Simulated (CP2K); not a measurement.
# BP under changes of volume

One of the cells (11.682 Å³/atom); the others are scaled copies at fixed shape and fractional positions:

```
CELL_PARAMETERS angstrom
3.20885 0.00000 0.00000
1.60443 2.77895 0.00000
1.60443 0.92632 2.62002
ATOMIC_POSITIONS crystal
P 0.75000 0.75000 0.75000
B 0.00000 0.00000 0.00000
```

| Item | Value |
| --- | --- |
| Program | CP2K 2026.2 |
| Functional | PBEsol |
| Potentials or basis | POTENTIAL_UZH P GTH-PBE-q5, B GTH-PBE-q3; TZVP-MOLOPT-PBE-GTH basis |
| Density cutoff | 6123 eV |
| k mesh | 10 × 10 × 10 |
| Occupations | fermi-dirac, width 0.05 eV |
| Spin | no spin polarisation |

```csv
volume (Å³/atom),energy over the lowest point (meV/atom),pressure (GPa),gap on the mesh (eV)
10.981,?,?,?
11.214,6.68,6.0,1.18
11.448,0.74,2.2,1.21
11.682,0.00,-1.2,1.23
11.915,3.98,-4.3,1.25
12.149,12.25,-7.1,1.28
12.383,24.41,-9.6,1.30
```

What does the run at 10.981 Å³/atom give?

Energy over the lowest point 18.33 meV/atom; pressure 10.1 GPa; gap on the mesh 1.15 eV.

Worked out: A Birch-Murnaghan fit of order 3 (a polynomial in V^(-2/3)) to the other rows has its minimum at 11.60 Å³/atom with B0 = V·E''(V) = 166 GPa and B' = 3.9. It gives 18.32 meV/atom at 10.981 Å³/atom, against the run's 18.33, and -dE/dV = 10.1 GPa, against 10.1. A straight line through the other rows of the gap, of slope 1.2 eV per unit of ln V, extrapolates to 1.16 eV, against the run's 1.15.

Energies are extrapolated to zero smearing.

Caveats: the potentials were made for another functional, which shifts forces and pressure; the basis of atomic orbitals isn't converged, which shifts pressures, moduli and gaps.

A mesh can miss the band edges.
